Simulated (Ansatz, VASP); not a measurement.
One calculation of PtS2, two programs

```
Pt S
1.0
     3.54320    0.00000    0.00000
    -1.77160    3.06850    0.00000
     0.00000    0.00000    5.03880
Pt S
1 2
Direct
  0.00000 0.00000 0.00000
  0.66667 0.33333 0.77300
  0.33333 0.66667 0.22700
```

Alike in both runs: functional r2SCAN; k mesh 9 × 9 × 5; occupations fermi-dirac, width 0.05 eV; no spin polarisation.

|  | VASP | Ansatz |
| --- | --- | --- |
| version | VASP 6.6.1 | Ansatz 0.2.0 |
| potentials or method | VASP PAW PBE potentials, release 64 (Pt, S) | Ansatz PAW |
| plane-wave cutoff (eV) | 520 | 500 |
| valence electrons in the cell | 22 | 30 |
| task | single point | band structure |

VASP gave:

* gap on the k mesh at the Fermi level (eV): 1.19
* least direct gap on the mesh (eV): 1.25
* pressure (GPa): 9.2
* largest component of the traceless stress (GPa): 0.12
* rms of the force components (eV/Å): 0.571

Question: Which values does Ansatz return?

Answer: gap on the k mesh at the Fermi level (eV): 1.19; least direct gap on the mesh (eV): 1.26; pressure (GPa): 9.3; largest component of the traceless stress (GPa): 0.16; rms of the force components (eV/Å): 0.573.

Atom by atom the forces differ by 0.003 eV/Å (rms over components). The two sets of potentials don't hold the same shells in valence.

Caveats: spin-orbit coupling is left out, which moves the levels of the heavy elements; the PAW data sets were made with another functional, which shifts forces and pressure a little (VASP); an odd mesh through Γ misses points on the zone boundary, where band edges often lie (VASP); the PAW data sets come from PBE, with cores solved anew for the run's functional, which leaves a small shift of forces and pressure (Ansatz); forces of over 1 eV/Å show positions far from the minimum, so gaps and moduli don't describe the material at rest (Ansatz). r2SCAN opens gaps a little over a GGA but as a rule still falls short of measured ones.
